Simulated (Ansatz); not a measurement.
Strain response of SrTiO$_{3}$

The calculation used Ansatz 0.2.0, DFT r2SCAN+U, scalar-relativistic, plane waves, PAW. Settings: 500 eV cutoff, 6×6×6 k-mesh, Gaussian smearing of 0.02 eV, no spin polarisation, U_eff Ti 4.0 eV on d shells.

Reference structure (relaxed):

```yaml
crystal:
  lattice:
    - [3.91771, 0.00000, 0.00000]
    - [0.00000, 3.91771, 0.00000]
    - [0.00000, 0.00000, 3.91771]
  atoms:
    - { symbol: Sr, position: [0.00000, 0.00000, 0.00000] }
    - { symbol: Ti, position: [0.50000, 0.50000, 0.50000] }
    - { symbol: O, position: [0.50000, 0.00000, 0.50000] }
    - { symbol: O, position: [0.50000, 0.50000, 0.00000] }
    - { symbol: O, position: [0.00000, 0.50000, 0.50000] }
```

Deformation: shear that moves c along a by the strain times its height over the a-b plane, the cell held and the atoms relaxed, all within the symmetry that the strain leaves. Energies are extrapolated to zero smearing. Gaps are generalised Kohn–Sham gaps over the whole zone.

```
strain (%)  ΔE (meV/atom) a (Å) b (Å) c (Å) gap (eV)
      +0.0            0.0  3.918  3.918  3.918      2.78
      +1.5            1.0  3.918  3.918  3.918      2.75
      +3.0            4.1  3.918  3.918  3.919      2.71
      +4.5            9.3  3.918  3.918  3.922      2.67
      +6.0           16.5  3.918  3.918  3.925      2.62
      +9.0           37.3  3.918  3.918  3.934      2.48
```

**Question.** What stiffness (1/V) d²E/dε² at zero strain does a cubic fit over all points give?

**Answer.** A cubic fit gives (1/V) d²E/dε² = 121 GPa at zero strain (the shear constant for this plane and direction).

Symmetry holds off the tilts and polar distortions that many cubic perovskites undergo.